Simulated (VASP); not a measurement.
# ErH2 (Fm-3m) in VASP: single point with HSE06

Aim: the single point of ErH2 with HSE06.

Program: VASP 6.6.1. These are calculated values, not measurements. Logs are shortened: lines on timing, memory, paths and dates and some standing lists are left out, and cuts for length are marked.

## Step 1: Starting point

It takes space group Fm-3m (No. 225, cubic). The conventional cell has a = 5.079 Å, b = 5.079 Å, c = 5.079 Å, α = 90.00°, β = 90.00°, γ = 90.00°. Er (site symmetry m-3m) has 8 H at 2.20 Å as nearest neighbours. H (site symmetry -43m) has 4 Er at 2.20 Å as nearest neighbours.

## Step 2: Single point, HSE06, collinear spin, typed start

The input, POSCAR:

```
ErH2
1.0
    0.0000000000      2.5395205300      2.5395205300
    2.5395205300      0.0000000000      2.5395205300
    2.5395205300      2.5395205300      0.0000000000
Er H
1 2
Direct
    0.0000000000      0.0000000000      0.0000000000
    0.2500000000      0.2500000000      0.2500000000
    0.7500000000      0.7500000000      0.7500000000
```

The input, INCAR.step1:

```
ALGO = Normal ; EDIFF = 1E-5
ENCUT = 520 ; GGA = PE
ISIF = 2 ; ISMEAR = -1
ISPIN = 2 ; LASPH = True
LMAXMIX = 6 ; LORBIT = 11
LREAL = False ; LWAVE = True
MAGMOM = 2.98 0 0 ; NBANDS = 23
NELM = 150 ; PREC = Accurate
SIGMA = 0.0356
```

The input, INCAR.step2:

```
ALGO = Normal ; EDIFF = 1E-6
ENCUT = 520 ; GGA = PE
HFSCREEN = 0.2079 ; ISIF = 2
ISMEAR = -1 ; ISPIN = 2
ISTART = 1 ; LASPH = True
LCHARG = True ; LELF = True
LHFCALC = True ; LMAXMIX = 6
LORBIT = 11 ; LREAL = False
LVHAR = True ; LWAVE = False
MAGMOM = 2.98 0 0 ; NBANDS = 23
NELM = 150 ; PREC = Accurate
PRECFOCK = Normal ; SIGMA = 0.0356
```

The input, KPOINTS:

```
k-points
0
Gamma
  4 4 4
```

Potentials or basis: VASP PAW PBE potentials, release 64 (Er, H).

On the command line:

```
$ cat potpaw_PBE.64/Er/POTCAR potpaw_PBE.64/H/POTCAR > POTCAR
$ cp INCAR.step1 INCAR
$ mpirun -np 1 vasp_std > vasp.out
$ cp INCAR.step2 INCAR
$ mpirun -np 1 vasp_std > vasp.out
```

OUTCAR:

```text
EDIFF = 1E-6
   ENCUT = 520
   GGA = PE
   HFSCREEN = 0.2079
   ISIF = 2
   ISMEAR = -1
   ISPIN = 2
   ISTART = 1
   LASPH = True
   LHFCALC = True
   LORBIT = 11
   LREAL = False
   NELM = 150
   PREC = Accurate
   PRECFOCK = Normal

 ion  position               nearest neighbor table
   1  0.000  0.000  0.000-   3 2.20   3 2.20   3 2.20   2 2.20   3 2.20   2 2.20   2 2.20   2 2.20

   2  0.250  0.250  0.250-   1 2.20   1 2.20   1 2.20   1 2.20
   3  0.750  0.750  0.750-   1 2.20   1 2.20   1 2.20   1 2.20

  LATTYP: Found a face centered cubic cell.
 ALAT       =     5.0790410600

  Lattice vectors:

 A1 = (   0.0000000000,   2.5395205300,   2.5395205300)
 A2 = (   2.5395205300,   0.0000000000,   2.5395205300)
 A3 = (   2.5395205300,   2.5395205300,   0.0000000000)

Analysis of symmetry for initial positions (statically):
=====================================================================
 Subroutine PRICEL returns:
 Original cell was already a primitive cell.

 Routine SETGRP: Setting up the symmetry group for a
 face centered cubic supercell.

 Subroutine GETGRP returns: Found 48 space group operations
 (whereof 48 operations were pure point group operations)
 out of a pool of 48 trial point group operations.

The static configuration has the point symmetry O_h .

Analysis of symmetry for dynamics (positions and initial velocities):
=====================================================================
 Subroutine PRICEL returns:
 Original cell was already a primitive cell.

 Routine SETGRP: Setting up the symmetry group for a
 face centered cubic supercell.

 Subroutine GETGRP returns: Found 48 space group operations
 (whereof 48 operations were pure point group operations)
 out of a pool of 48 trial point group operations.

The dynamic configuration has the point symmetry O_h .

Analysis of structural, dynamic, and magnetic symmetry:
=====================================================================
 Subroutine PRICEL returns:
 Original cell was already a primitive cell.

 Routine SETGRP: Setting up the symmetry group for a
 face centered cubic supercell.

 Subroutine GETGRP returns: Found 48 space group operations
 (whereof 48 operations were pure point group operations)
 out of a pool of 48 trial point group operations.

The overall configuration has the point symmetry O_h .

 Subroutine INISYM returns: Found 48 space group operations
 (whereof 48 operations are pure point group operations),
 and found     1 'primitive' translations

----------------------------------------------------------------------------------------

                                     Primitive cell

  volume of cell :      32.7556

  direct lattice vectors                    reciprocal lattice vectors
     0.000000000  2.539520530  2.539520530    -0.196887560  0.196887560  0.196887560
     2.539520530  0.000000000  2.539520530     0.196887560 -0.196887560  0.196887560
     2.539520530  2.539520530  0.000000000     0.196887560  0.196887560 -0.196887560

  length of vectors
     3.591424375  3.591424375  3.591424375     0.341019257  0.341019257  0.341019257

  position of ions in fractional coordinates (direct lattice)
     0.000000000  0.000000000  0.000000000
     0.250000000  0.250000000  0.250000000
     0.750000000  0.750000000  0.750000000

  ion indices of the primitive-cell ions
   primitive index   ion index
                 1           1
                 2           2
                 3           3

----------------------------------------------------------------------------------------

 KPOINTS: k-points

Automatic generation of k-mesh.
 Grid dimensions read from file:
 generate k-points for:    4    4    4

 Generating k-lattice:

  Cartesian coordinates                     Fractional coordinates (reciprocal lattice)
    -0.049221890  0.049221890  0.049221890     0.250000000  0.000000000  0.000000000
     0.049221890 -0.049221890  0.049221890     0.000000000  0.250000000  0.000000000
     0.049221890  0.049221890 -0.049221890     0.000000000  0.000000000  0.250000000

  Length of vectors
     0.085254814  0.085254814  0.085254814

  Shift w.r.t. Gamma in fractional coordinates (k-lattice)
     0.000000000  0.000000000  0.000000000

 Subroutine IBZKPT returns following result:
 ===========================================

 Found      8 irreducible k-points:

 Following reciprocal coordinates:
            Coordinates               Weight
  0.000000  0.000000  0.000000      1.000000
  0.250000  0.000000  0.000000      8.000000
  0.500000  0.000000  0.000000      4.000000
  0.250000  0.250000  0.000000      6.000000
  0.500000  0.250000  0.000000     24.000000
 -0.250000  0.250000  0.000000     12.000000
  0.500000  0.500000  0.000000      3.000000
 -0.250000  0.500000  0.250000      6.000000
   k-points           NKPTS =      8   k-points in BZ     NKDIM =     64   number of bands    NBANDS=     23
   number of dos      NEDOS =    301   number of ions     NIONS =      3
   total plane-waves  NPLWV =  21952
   dimension x,y,z NGX =    28 NGY =   28 NGZ =   28
   dimension x,y,z NGXF=    56 NGYF=   56 NGZF=   56
   ions per type =               1   2
   NGX,Y,Z   is equivalent  to a cutoff of  12.96, 12.96, 12.96 a.u.
   NGXF,Y,Z  is equivalent  to a cutoff of  25.92, 25.92, 25.92 a.u.
 SYSTEM =  unknown system
   PREC   = accura    normal or accurate (medium, high low for compatibility)
   ISTART =      1    job   : 0-new  1-cont  2-samecut
   ICHARG =      0    charge: 1-file 2-atom 10-const
   ISPIN  =      2    spin polarized calculation?
   LNONCOLLINEAR =      F non collinear calculations
   LSORBIT =      F    spin-orbit coupling
   LASPH  =      T    aspherical Exc in radial PAW
   ENCUT  =  520.0 eV  38.22 Ry    6.18 a.u.   6.68  6.68  6.68*2*pi/ulx,y,z
   NELM   =    150;   NELMIN=  2; NELMDL=  0     # of ELM steps
   EDIFF  = 0.1E-05   stopping-criterion for ELM
   LREAL  =      F    real-space projection
   EDIFFG = 0.1E-04   stopping-criterion for IOM
   NSW    =      0    number of steps for IOM
   IBRION =     -1    ionic relax: 0-MD 1-quasi-New 2-CG
   NFREE  =      0    steps in history (QN), initial steepest desc. (CG)
   ISIF   =      2    stress and relaxation
   ISYM   =      3    0-nonsym 1-usesym 2-fastsym
   POTIM  = 0.5000    time-step for ionic-motion
   TEBEG  =    0.0;   TEEND  =   0.0 temperature during run
   PSTRESS=    0.0 pullay stress
   NELECT =      24.0000    total number of electrons
   NUPDOWN=      -1.0000    fix difference up-down
   EMIN   =  10.00;   EMAX   =-10.00  energy-range for DOS
   EFERMI =   0.00;   METHOD = LEGACY
   ISMEAR =    -1;   SIGMA  =   0.04  broadening in eV -4-tet -1-fermi 0-gaus
   EFERMI_NEDOS =   21; number of points for ismear=-14 and -15
   IALGO  =     38    algorithm
   IMIX   =      1    mixing-type and parameters
     AMIX     =   0.40;   BMIX     =  1.00
     AMIX_MAG =   1.60;   BMIX_MAG =  1.00
  volume/ion in A,a.u.               =      10.92        73.68
  Fermi-wavevector in a.u.,A,eV,Ry     =   1.475877  2.789003 29.636389  2.178213
  Thomas-Fermi vector in A             =   2.590473
   LORBIT       =     11    0 simple, 1 ext, 2 COOP (PROOUT), +10 PAW based schemes
   GGA     = PE    functional components
   LHFCALC =     T    Hartree Fock is set to
   PRECFOCK=normal    Normal, Fast or Accurate (Low or Medium for compatibility)
   ENCUT4O =  -1.0   cutoff for four orbital integrals eV
   NKREDX  =     1    reduce k-point grid by
   NKREDY  =     1    reduce k-point grid by
   NKREDZ  =     1    reduce k-point grid by
   AEXX    =    0.2500 exact exchange contribution
   HFSCREEN=    0.2079 screening length (either q_TF or 0.3 A-1)
   HFSCREENC=   0.2079 screening length for correlation (either q_TF or 0.3 A-1)
   ENCUTFOCK=  -1.0 apply spherical cutoff to Coloumb kernel
   IVDW    =     0    specifies the selected vdW correction
   LEPSILON=     F    determine dielectric tensor
   LRPA    =     F    only Hartree local field effects (RPA)
 spin polarized calculation
  energy-cutoff  :      520.00
  volume of cell :       32.76
 maximum number of plane-waves:       894
 NGX is ok and might be reduce to    28
  NGX = 24; NGY = 24; NGZ = 24

 number of electron      24.0000021 magnetization       3.0312437

 Free energy of the ion-electron system (eV)
  ---------------------------------------------------
  ext. energy  EPLUGINS =         0.00000000
  ---------------------------------------------------
  free energy    TOTEN  =       -22.30267639 eV

  energy without entropy =      -22.29881911  energy(sigma->0) =      -22.30074775

 E-fermi :   2.6587     XC(G=0):  -8.8978

 val. band max:        2.5731607647   @ k =   0.5000   0.2500   0.0000
 cond. band min:       3.3257798679   @ k =  -0.2500   0.2500   0.0000
 fundamental gap:      0.7526191032
 Fermi energy:         2.6586728778

 spin component 1

 k-point     1 :       0.0000    0.0000    0.0000
  band No.  band energies     occupation
      1     -51.5032      1.00000
      2     -23.6574      1.00000
      3     -23.6574      1.00000
      4     -23.6574      1.00000
      5      -7.1678      1.00000
      6      -6.0862      1.00000
[... 15 lines left out ...]
     22      15.8101      0.00000
     23      24.7783      0.00000

 k-point     2 :       0.2500    0.0000    0.0000
  band No.  band energies     occupation
      1     -51.4828      1.00000
      2     -23.9848      1.00000
      3     -23.6921      1.00000
      4     -23.6921      1.00000
      5      -6.1183      1.00000
      6      -6.1183      1.00000
[... 15 lines left out ...]
     22      18.7925      0.00000
     23      19.5288      0.00000
[... 128 lines left out ...]
     22      18.3075      0.00000
     23      20.1514      0.00000

 k-point     8 :      -0.2500    0.5000    0.2500
  band No.  band energies     occupation
      1     -51.4489      1.00000
      2     -24.0650      1.00000
      3     -24.0650      1.00000
      4     -23.8607      1.00000
      5      -6.1436      1.00000
      6      -6.1435      1.00000
[... 15 lines left out ...]
     22      16.1970      0.00000
     23      20.0875      0.00000
 Fermi energy:         2.6586728778

 spin component 2

 k-point     1 :       0.0000    0.0000    0.0000
  band No.  band energies     occupation
      1     -50.0356      1.00000
      2     -22.5871      1.00000
      3     -22.5870      1.00000
      4     -22.5870      1.00000
      5      -7.0786      1.00000
      6      -4.1750      1.00000
[... 15 lines left out ...]
     22      15.9161      0.00000
     23      25.0855      0.00000

 k-point     2 :       0.2500    0.0000    0.0000
  band No.  band energies     occupation
      1     -50.0128      1.00000
      2     -22.9516      1.00000
      3     -22.6250      1.00000
      4     -22.6250      1.00000
      5      -5.6625      1.00000
      6      -4.1173      1.00000
[... 15 lines left out ...]
     22      19.0318      0.00000
     23      19.8681      0.00000
[... 128 lines left out ...]
     22      18.6266      0.00000
     23      20.2559      0.00000

 k-point     8 :      -0.2500    0.5000    0.2500
  band No.  band energies     occupation
      1     -49.9749      1.00000
      2     -23.0393      1.00000
      3     -23.0393      1.00000
      4     -22.8103      1.00000
      5      -3.8145      1.00000
      6      -3.2861      1.00000
[... 15 lines left out ...]
     22      16.4794      0.00000
     23      20.2670      0.00000

------------------------ aborting loop because EDIFF is reached ----------------------------------------

  FORCE on cell =-STRESS in cart. coord.  units (eV):
  Direction    XX          YY          ZZ          XY          YZ          ZX
  --------------------------------------------------------------------------------------
  -------------------------------------------------------------------------------------
  Total        0.6806972      0.6806972      0.6806972      0.0000000     -0.0000000      0.0000000
  in kB       33.2950279     33.2950279     33.2950279      0.0000000     -0.0000000      0.0000000
  external PRESSURE =      33.2950279 kB  Pullay stress =       0.0000000 kB

 VOLUME and BASIS-vectors are now :
 -----------------------------------------------------------------------------
  energy-cutoff  :      520.00
  volume of cell :       32.76
      direct lattice vectors                 reciprocal lattice vectors
     0.000000000  2.539520530  2.539520530    -0.196887560  0.196887560  0.196887560
     2.539520530  0.000000000  2.539520530     0.196887560 -0.196887560  0.196887560
     2.539520530  2.539520530  0.000000000     0.196887560  0.196887560 -0.196887560

 POSITION                                       TOTAL-FORCE (eV/Angst)
 -----------------------------------------------------------------------------------
      0.00000      0.00000      0.00000        -0.000000     -0.000000      0.000000
      1.26976      1.26976      1.26976        -0.000000     -0.000000     -0.000000
      3.80928      3.80928      3.80928         0.000000      0.000000      0.000000
 -----------------------------------------------------------------------------------
    total drift:                                0.000009      0.000006      0.000021

  FREE ENERGIE OF THE ION-ELECTRON SYSTEM (eV)
  ---------------------------------------------------
  free  energy   TOTEN  =       -22.3026763898 eV

  energy  without entropy=      -22.2988191113  energy(sigma->0) =      -22.30074775

 total charge

# of ion       s       p       d       f       tot
--------------------------------------------------
    1        2.073   5.834   0.570  10.942  19.419
    2        0.574   0.008   0.000   0.000   0.581
    3        0.574   0.008   0.000   0.000   0.581
--------------------------------------------------
tot          3.220   5.849   0.570  10.942  20.581

 magnetization (x)

# of ion       s       p       d       f       tot
--------------------------------------------------
    1       -0.000  -0.023   0.024   2.990   2.990
    2       -0.005   0.000   0.000   0.000  -0.005
    3       -0.005   0.000   0.000   0.000  -0.005
--------------------------------------------------
tot         -0.011  -0.023   0.024   2.990   2.979
```

It took 29 min on 1 thread of Intel Xeon Platinum 8559C (Emerald Rapids), shared host; peak memory 0.3 GiB.

What came out:

* Free energy: -22.3027 eV
* Pressure: 3.3 GPa
* Band gap on the k mesh: none (metal or under the smearing width)
* Net moment: 3.03 μB per cell
* Site moments: Er +2.99; H -0.01 μB
* Valence electrons inside the program's atomic spheres: Er 19.42; H 0.58

Caveat: the k mesh is coarse (spacing up to 0.54 Å⁻¹), so the values aren't converged, least of all with exact exchange; the magnetic or orbital state may not be the lowest; the PAW data sets were made with another functional, which shifts forces and pressure a little; spin-orbit coupling is left out, which moves the levels of the heavy elements.
